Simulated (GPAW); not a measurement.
GaN:

```
Ga N
1.0
     0.00000    2.13524    2.13524
     2.13524    0.00000    2.13524
     2.13524    2.13524    0.00000
Ga N
1 1
Direct
  0.00000 0.00000 0.00000
  0.50000 0.50000 0.50000
```

Measurements of this composition are mostly on another form, of space group No. 186.

Base run:

```yaml
Program: GPAW 26.7.0
Functional: PBE0
Potentials_or_basis: GPAW PAW data sets (gpaw-data 1.2.1)
Cutoff: 600 eV
Basis: pw
k_mesh: 8 × 8 × 8
Occupations: fermi-dirac, width 0.05 eV
Spin: no spin polarisation
```

Its results: band gap on the k mesh 2.21 eV, indirect (least direct gap 4.15 eV).

Q: The run is repeated on the same cell with these changes: functional from PBE0 to PBE; k mesh from 8 × 8 × 8 to 9 × 9 × 9. What comes out?

A: Band gap on the k mesh 0.64 eV, indirect (least direct gap 2.30 eV).

Several settings changed at once, so the effect can't be laid on one alone.

Caveats: an odd mesh through Γ misses points on the zone boundary, where band edges often lie (some runs).
